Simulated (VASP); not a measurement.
A VASP 6.6.1 single-point calculation on Mg₂Sn

INCAR

```
LASPH = .TRUE.
PREC = Accurate
NSW = 0
ISPIN = 2
EDIFF = 1E-7
LREAL = Auto
ENCUT = 520
GGA = PE
LWAVE = .FALSE.
NBANDS = 16
LCHARG = .FALSE.
NELM = 120
SIGMA = 0.02
IBRION = -1
ISMEAR = -1
ISIF = 2
MAGMOM = -3 3 3
```

KPOINTS

```
KPOINTS created by Atomic Simulation Environment
0
Gamma
6 6 6
0 0 0
```

POSCAR

```
Sn Mg
 1.0000000000000000
     0.0328718622000000    3.3790077914999999    3.3790077914999999
     3.3790077914999999    0.0328718622000000    3.3790077914999999
     3.3790077914999999    3.3790077914999999    0.0328718622000000
 Sn  Mg
   1   2
Cartesian
  0.0000000000000000 -0.0000000000000000  0.0000000000000000
  1.6926631767104994  1.6926631767104994  1.6926631767104996
  5.0982242684895001  5.0982242684895001  5.0982242684895009
```

The recommended PBE PAW datasets give the neutral cell 18 valence electrons.

Command

```
mpirun -np 1 vasp_std
```

OSZICAR

```
N       E                     dE             d eps       ncg     rms          rms(c)
DAV:   1     0.106998974225E+03    0.10700E+03   -0.82775E+03  2048   0.114E+03
DAV:   2     0.917893585496E+01   -0.97820E+02   -0.94823E+02  2248   0.305E+02
DAV:   3     0.101134976514E+01   -0.81676E+01   -0.81430E+01  2704   0.793E+01
DAV:   4     0.786971207177E+00   -0.22438E+00   -0.22433E+00  2520   0.136E+01
DAV:   5     0.776665428994E+00   -0.10306E-01   -0.10306E-01  3136   0.271E+00    0.159E+01
DAV:   6    -0.690601025756E+01   -0.76827E+01   -0.98337E+00  2440   0.157E+01    0.632E+00
DAV:   7    -0.737843590711E+01   -0.47243E+00   -0.11894E+00  2368   0.739E+00    0.170E+00
DAV:   8    -0.739246052192E+01   -0.14025E-01   -0.13446E-01  2528   0.276E+00    0.809E-01
DAV:   9    -0.739051352674E+01    0.19470E-02   -0.14718E-02  2392   0.103E+00    0.290E-01
DAV:  10    -0.739186125424E+01   -0.13477E-02   -0.41076E-03  2216   0.329E-01    0.102E-01
DAV:  11    -0.739195829952E+01   -0.97045E-04   -0.92410E-04  2400   0.261E-01    0.436E-02
DAV:  12    -0.739198964762E+01   -0.31348E-04   -0.16475E-04  2296   0.138E-01    0.275E-02
DAV:  13    -0.739192708931E+01    0.62558E-04   -0.34190E-05  2520   0.511E-02    0.106E-02
DAV:  14    -0.739192720424E+01   -0.11493E-06   -0.40151E-06  2288   0.114E-02    0.449E-03
DAV:  15    -0.739192812264E+01   -0.91840E-06   -0.21460E-06  2128   0.879E-03    0.225E-03
DAV:  16    -0.739192830378E+01   -0.18114E-06   -0.31153E-07  2416   0.312E-03    0.502E-04
DAV:  17    -0.739192831733E+01   -0.13555E-07   -0.17782E-08  1376   0.940E-04
   1 F= -.73919283E+01 E0= -.73918191E+01  d E =-.218447E-03  mag=    -0.0000
```

It converged. Results: pressure 1.6 GPa; magnetic moment of the cell 0.00 μB.

For comparison, a separate PBE run of the intended cell, on usual settings and not on those above, gives a gap of -0.18 eV on its mesh and a pressure of 1.6 GPa.

The run above took about 97 s on one core of a shared host (Intel Xeon Platinum 8488C) and held 0.25 GiB at most.
